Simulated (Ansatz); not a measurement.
**SrTiO3 (Pm-3m), frozen normal mode**

The calculation used DFT PBE, scalar-relativistic, plane waves, PAW (Ansatz 0.2.0). Cutoff 420 eV, Γ-centred 6×6×6 k-points, Gaussian smearing of 0.05 eV. No spin polarisation. Energies are free energies at this smearing, counted from the undisturbed cell; pressure is positive in compression.

Reference structure (relaxed at this level; it needn't be the usual structure):

```yaml
crystal:
  lattice:
    - [-3.93640, 0.00000, -3.93640]
    - [0.00000, -3.93640, -3.93640]
    - [-3.93640, -3.93640, 0.00000]
  atoms:
    - { symbol: Sr, position: [0.00000, 0.00000, 0.00000] }
    - { symbol: Sr, position: [0.50000, 0.50000, 0.50000] }
    - { symbol: Ti, position: [0.25000, 0.25000, 0.25000] }
    - { symbol: Ti, position: [0.75000, 0.75000, 0.75000] }
    - { symbol: O, position: [0.00000, 0.50000, 0.00000] }
    - { symbol: O, position: [0.50000, 0.00000, 0.50000] }
    - { symbol: O, position: [0.00000, 0.50000, 0.50000] }
    - { symbol: O, position: [0.50000, 0.00000, 0.00000] }
    - { symbol: O, position: [0.00000, 0.00000, 0.50000] }
    - { symbol: O, position: [0.50000, 0.50000, 0.00000] }
```

A zone-centre mode of this cell is frozen in: each atom moves by x times its row below, so x is the largest displacement.
```
atom ux uy uz
 Sr1  0.000  0.000  -0.142
 Sr2  0.000  0.000  -0.142
 Ti3  0.000  0.000  -0.660
 Ti4  0.000  0.000  -0.660
  O5  0.000  0.000   0.876
  O6  0.000  0.000   0.876
  O7  0.000  0.000   0.876
  O8  0.000  0.000   0.876
  O9  0.000  0.000   1.000
 O10  0.000  0.000   1.000
```

| x (Å) | ΔE (meV/cell) | force along the mode (eV/Å) | pressure (GPa) | gap on the mesh (eV) |
| --- | --- | --- | --- | --- |
| -0.2600 | 2264.4 | 34.74 | 15.7 | 2.22 |
| -0.1300 | 114.4 | ? | ? | 1.96 |
| 0.0000 | 0.0 | 0.00 | 0.0 | 1.84 |
| 0.0325 | -3.9 | 0.19 | 0.2 | 1.85 |
| 0.0650 | -5.7 | ? | ? | 1.87 |
| 0.0975 | 20.9 | -1.63 | 1.8 | 1.91 |
| 0.1625 | 322.5 | -8.73 | 5.3 | 2.01 |
| 0.1950 | 703.1 | -15.03 | 8.0 | 2.07 |
| 0.2275 | 1324.1 | -23.59 | 11.5 | 2.14 |

By symmetry 0.2600 repeats -0.2600, -0.1950 repeats 0.1950, 0.1300 repeats -0.1300, -0.0650 repeats 0.0650 in energy, with the opposite slope along the path.

Q: Give the withheld values.

A: force along the mode (eV/Å) at x (Å) = -0.1300: 4.37; pressure (GPa) at x (Å) = -0.1300: 3.3; force along the mode (eV/Å) at x (Å) = 0.0650: -0.21; pressure (GPa) at x (Å) = 0.0650: 0.8.

Symmetry holds off the tilts and polar distortions that many cubic perovskites undergo.

Cost: 9 runs of about 1.2 core-minutes in all, on Intel Xeon 6975P-C (Granite Rapids) (shared hosts).